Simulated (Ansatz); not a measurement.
# Band structure of ZrC

```
Zr C
1.0
     0.00000    2.54518    2.54518
     2.54518    0.00000    2.54518
     2.54518    2.54518    0.00000
Zr C
1 1
Direct
  0.00000 0.00000 0.00000
  0.25000 0.25000 0.25000
```

Atom numbers follow the list: Zr1, C2.

Conventional cell: a = 5.090 Å, b = 5.090 Å, c = 5.090 Å, α = 90.00°, β = 90.00°, γ = 90.00°. Around Zr (atom 1) lie 4 C at 2.20 Å. Around C (atom 2) lie 4 Zr at 2.20 Å.

The structure comes from a relaxation in the same program, started in the zincblende type, and has space group F-43m. Whether it is a known phase or the ground state wasn't checked.

All numbers below come from DFT, PBE, all-electron LAPW, scalar-relativistic (Ansatz 0.2.0).

Settings: a Γ-centred 11×11×11 k mesh, Fermi–Dirac smearing of 0.03 eV, basis error target 1 meV/atom, no spin polarisation.

Points in fractions of the reciprocal vectors of this cell: Γ (0, 0, 0), X (-0.5, -0.5, 0), U (-0.375, -0.375, 0.25), K (-0.375, 0, 0.375), L (0, 0, 0.5), W (-0.5, -0.25, 0.25). The path joins them by straight lines in the order Γ–X–U–K–Γ–L–W–X; legs that retrace an earlier one aren't tabulated. Energies are in eV from the top of the valence band.

(1) List the levels at X between -8 and 3 eV.

(2) List the levels at K between -8 and 3 eV.

(3) List the levels at Γ between -8 and 3 eV.

(4) What is the band gap?

Answers

(1) -3.64, 0.00 (×2), 0.64.

(2) -2.97, -0.60, -0.55, 0.61.

(3) -2.28 (×3).

(4) 0.48 eV, indirect from X (-0.5, -0.5, 0) to the line X (-0.5, -0.5, 0)–U (-0.375, -0.375, 0.25).
